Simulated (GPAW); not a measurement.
# RbBr: optical spectrum from first principles, part 2 of 2

Aim: the dielectric function of RbBr, and the optical constants that follow from it. The cell comes from an older database entry, whose edges can differ from later determinations, mostly by under a per cent.

GPAW 26.7.0; DFT, PBE, plane-wave PAW (GPAW data sets), scalar-relativistic, RPA, optical limit.

So far. Step 2 (Ground state): There is a gap, 4.37 eV on this mesh (points off the mesh can give less), so no carriers' term is needed.

The database entry behind the starting cell differs from later determinations by our own check (about 0.5 % short), so it need not match the best structure at ambient conditions.

### Step 4. Dielectric function, RPA (continued)

The Im ε, E ∥ x has structure finer than the step of the table below, so its rows give means over 1 eV, whole bins alone (the curve runs from 0 to 21.9 eV). Peaks (eV: height): 7.3: 2.82, 9.8: 2.70, 15.9: 1.51, 21.3: 0.978.

Values under the direct gap are tails of Lorentzian lines. Table of Im ε, E ∥ x by photon energy; means over each step:

```csv
photon energy (eV),"Im ε, E ∥ x"
1,0.00558
2,0.0129
3,0.0262
4,0.0921
5,0.541
6,1.13
7,2.15
8,1.50
9,1.85
10,2.35
11,1.27
12,0.804
13,0.582
14,0.456
15,0.966
16,1.32
17,0.900
18,0.947
19,0.742
20,0.804
21,0.788
```

Table of Re ε, E ∥ x by photon energy:

photon energy (eV), Re ε, E ∥ x and a bar:
```
      0.0       2.35 ####################
      0.5       2.36 ####################
      1.0       2.37 ####################
      1.5       2.39 ####################
      2.0       2.43 #####################
      2.5       2.48 #####################
      3.0       2.55 ######################
      3.5       2.65 #######################
      4.0       2.82 ########################
      4.5       3.08 ###########################
      5.0       3.09 ###########################
      5.5       3.06 ###########################
      6.0       3.42 ##############################
      6.5       3.12 ###########################
      7.0       2.91 #########################
      7.5       1.75 ##############
      8.0       1.57 ############
      8.5       2.08 #################
      9.0       2.39 ####################
      9.5       1.69 ##############
     10.0       0.83 #####
     10.5       0.26 
     11.0       0.34 #
     11.5       0.61 ###
     12.0       0.67 ####
     12.5       0.90 ######
     13.0       0.77 #####
     13.5       1.05 ########
     14.0       1.35 ##########
     14.5       1.58 ############
     15.0       1.51 ############
     15.5       1.49 ############
     16.0       0.96 #######
     16.5       0.71 ####
     17.0       0.89 ######
     17.5       0.92 ######
     18.0       0.86 ######
     18.5       0.70 ####
     19.0       0.68 ####
     19.5       0.92 ######
     20.0       0.80 #####
     20.5       0.70 ####
     21.0       0.86 ######
     21.5       0.63 ####
```

The refractive index n and extinction k by photon energy:

```csv
photon energy (eV),n,k
0,1.53,0
1,1.54,0.00179
2,1.56,0.00407
3,1.60,0.00793
4,1.68,0.0208
5,1.76,0.121
6,1.88,0.334
7,1.80,0.582
8,1.34,0.477
9,1.66,0.589
10,1.30,0.929
11,0.902,0.685
12,0.920,0.417
13,0.930,0.309
14,1.17,0.164
15,1.29,0.395
16,1.17,0.635
17,1.03,0.422
18,1.04,0.470
19,0.913,0.395
20,0.989,0.417
21,0.997,0.366
```

The reflectivity at normal incidence, E ∥ x has structure finer than the step of the table below, so its rows give means over 1 eV, whole bins alone (the curve runs from 0 to 21.9 eV). Peaks (eV: height): 7.3: 14.8, 10.4: 16.7, 16.0: 8.61, 21.8: 7.75.

Table of reflectivity at normal incidence, E ∥ x by photon energy; means over each step:

photon energy (eV), reflectivity at normal incidence, E ∥ x (%) and a bar from the least value:
```
        1        4.5 #######
        2        4.8 #######
        3        5.3 ########
        4        6.5 ###########
        5        8.1 ###############
        6        9.7 ##################
        7       12.3 ########################
        8        7.7 ##############
        9       10.0 ###################
       10       14.9 ##############################
       11       11.0 #####################
       12        4.7 #######
       13        2.5 ##
       14        1.5 
       15        4.2 ######
       16        7.3 #############
       17        4.6 #######
       18        4.9 ########
       19        4.1 ######
       20        4.1 ######
       21        4.1 ######
```

The loss function −Im 1/ε at q → 0, E ∥ x has structure finer than the step of the table below, so its rows give means over 0.5 eV, whole bins alone (the curve runs from 0 to 21.9 eV). Peaks (eV: height): 7.85: 0.378, 11.25: 0.793, 16.64: 0.670, 18.97: 0.742, 20.44: 0.736.

Values under the direct gap are tails of Lorentzian lines. The loss function −Im 1/ε at q → 0, E ∥ x by energy loss; means over each step:

```csv
energy loss (eV),"loss function −Im 1/ε at q → 0, E ∥ x"
0.5,4.8e-4
1.0,9.8e-4
1.5,0.00153
2.0,0.00215
2.5,0.00291
3.0,0.00392
3.5,0.00548
4.0,0.00932
4.5,0.0284
5.0,0.0505
5.5,0.0732
6.0,0.0919
6.5,0.124
7.0,0.167
7.5,0.286
8.0,0.317
8.5,0.211
9.0,0.200
9.5,0.268
10.0,0.358
10.5,0.533
11.0,0.728
11.5,0.752
12.0,0.712
12.5,0.592
13.0,0.582
13.5,0.309
14.0,0.205
14.5,0.230
15.0,0.299
15.5,0.335
16.0,0.481
16.5,0.637
17.0,0.568
17.5,0.544
18.0,0.577
18.5,0.673
19.0,0.702
19.5,0.548
20.0,0.619
20.5,0.685
21.0,0.583
21.5,0.736
```

At chosen wavelengths:

```csv
wavelength (nm),n,k,R (%),1/α
1064,1.54,0.002,4.5,40 µm
450,1.58,0.007,5.1,5.3 µm
405,1.60,0.008,5.3,3.9 µm
365,1.62,0.011,5.6,2.7 µm
308,1.68,0.022,6.5,1.1 µm
248,1.76,0.121,7.8,164 nm
193,1.80,0.398,10.0,39 nm
```

Below the direct gap, k and the depth come from the tails of the Lorentzian lines, not from transitions.

Rows near the edge hang on the gap, which this functional as a rule makes too small, and phonon-assisted absorption is left out.

### Step 5. Results

| Quantity | Value |
| --- | --- |
| electronic dielectric constant ε∞, mean over x, y and z (by symmetry where fewer were run) (RPA) | 2.35 |
| main peak of Im epsilon, first axis | 7.25 eV |

**Reading.** At this level (PBE, RPA) RbBr has ε∞ = 2.35 and n = 1.54 at 1550 nm, and Im ε peaks at 7.3 eV. On the mesh the gap is 4.37 eV and the least direct gap 4.37 eV. Local fields change the static value along x from 2.81 to 2.35 (-16 %). Distinct maxima of Im ε, read by a parabola through the highest points, lie at 7.25 eV (2.8), 9.38 eV (2.5), 9.84 eV (2.7) and 15.92 eV (1.5). Excitons and phonon-assisted transitions are missing; PBE gaps are as a rule too small, which pulls the onset down and ε∞ up. The sum runs over mesh points, so small or evenly spaced maxima can still be ripples of the mesh.

[Machine, clock and banner lines and Python warnings are left out of the logs.]

[Logs are printed without paths, hosts, clocks, repeated set-up lines and the standing remarks that a program may print on its own settings, such as how far it seeks lower states.]

[Hosts, paths, dates, database ids (printed as entryN), source tags and the programs' standing remarks are cut or masked in the printed files.]
